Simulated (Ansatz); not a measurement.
**ZrC and the effect of the Hubbard U on Zr d**

The cell as given:

The structure is cubic, space group Fm-3m (No. 225). Conventional cell: a = 4.730 Å, b = 4.730 Å, c = 4.730 Å, α = 90.00°, β = 90.00°, γ = 90.00°. Zr (site symmetry m-3m) has 6 C at 2.37 Å as nearest neighbours. C (site symmetry m-3m) has 6 Zr at 2.37 Å as nearest neighbours.

Kept alike: task relaxation of cell and atoms; functional PBEsol; k mesh 10 × 10 × 10; occupations fermi-dirac, width 0.05 eV; no spin polarisation. Program: Ansatz, Ansatz PAW, cutoff 420 eV. The mesh is that of the run's cell of 2 atoms. No spin-orbit coupling.

| Hubbard U on Zr d, U (eV) | volume (Å³/atom) |
| --- | --- |
| 0 | 12.724 |
| 1 | 12.796 |
| 2 | 12.878 |
| 3 | 12.970 |
| 4 | 13.064 |
| 5 | 13.171 |
| 6 | 13.288 |
| 8 | 13.581 |

U acts here on a shell without spin polarisation. The relaxations keep at least the cell's symmetry (Fm-3m). For a metal such a mesh leaves the last digits unconverged. Relaxations stop with a little pressure left, so the last digits of a volume or edge aren't settled. Ansatz's relaxations hold a Pulay term in the stress (up to 0.2 GPa here). How U acts hangs on the program's projectors. All rows use potentials made for PBE. U is the effective U - J on orthogonalised atomic projectors. Double counting: fully localised limit (the default).

**Question.** What does the Hubbard U on Zr d change here?

**Answer.** The volume rises from 12.724 to 13.581 Å³/atom between 0 and 8 eV. Measured: 12.96 Å³/atom (a printed reference work); nearest 3, 0.01 Å³/atom off. The runs are for a static lattice.
